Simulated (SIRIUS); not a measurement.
The system is Ta.

```xyz
1
Lattice="-1.6513 1.6513 1.6513 1.6513 -1.6513 1.6513 1.6513 1.6513 -1.6513" Properties=species:S:1:pos:R:3 pbc="T T T"
Ta    0.0000    0.0000    0.0000
```

Base run:

| Item | Value |
| --- | --- |
| Program | SIRIUS 7.12.0 |
| Functional | PBE |
| Potentials or basis | PseudoDojo 0.4.1 PBE standard (scalar relativistic) |
| Cutoff | 807 eV |
| Density cutoff | 3227 eV |
| k mesh | 11 × 11 × 11 |
| Occupations | fermi-dirac, width 0.05 eV |
| Spin | no spin polarisation |

Its results: band gap on the k mesh none (metal or under the smearing width); pressure 2.5 GPa.

Q: The run is repeated on the same cell with these changes: potentials or basis from PseudoDojo 0.4.1 PBE standard (scalar relativistic) to PseudoDojo 0.4 PBE stringent (scalar relativistic); cutoff from 807 eV to 1799 eV; density cutoff from 3227 eV to 7197 eV; valence electrons from 13 to 27. What comes out?

A: Band gap on the k mesh none (metal or under the smearing width); pressure 2.1 GPa.
